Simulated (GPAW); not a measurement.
CuO:

```
CELL_PARAMETERS angstrom
3.17550 0.00000 0.00000
0.00000 3.17550 0.00000
0.00000 0.00000 4.64953
ATOMIC_POSITIONS crystal
Cu 0.00000 0.00000 0.00000
Cu 0.50000 0.50000 0.00000
O 0.50000 0.00000 0.26700
O 0.00000 0.50000 0.73300
```

The cell was built by a generator and needn't be a form met in nature.

Base run:

| Item | Value |
| --- | --- |
| Program | GPAW 26.7.0 |
| Functional | r2SCAN |
| Potentials or basis | GPAW PAW data sets (gpaw-data 1.2.1) |
| Cutoff | 800 eV |
| Basis | pw |
| k mesh | 7 × 7 × 5 |
| Occupations | fermi-dirac, width 0.05 eV |
| Spin | no spin polarisation |
| Hubbard terms | Cu d U = 4 eV |

Its results: band gap on the k mesh none (metal or under the smearing width); pressure 10.4 GPa; largest force 1.215 eV/Å.

Q: The run is repeated on the same cell with these changes: hubbard terms from Cu d U = 4 eV to Cu d U = 1 eV. What comes out?

A: Band gap on the k mesh none (metal or under the smearing width); pressure 11.9 GPa; largest force 1.212 eV/Å.

Caveats: with this Cu data set, volumes or pressures lay over 1.5 % or 2 GPa off other programs in two to four cells of ten; the PAW data sets were made with another functional, which shifts forces and pressure a little; the run has no spin polarisation, though such a crystal can be magnetic; U without spin polarisation on a metal has little footing.
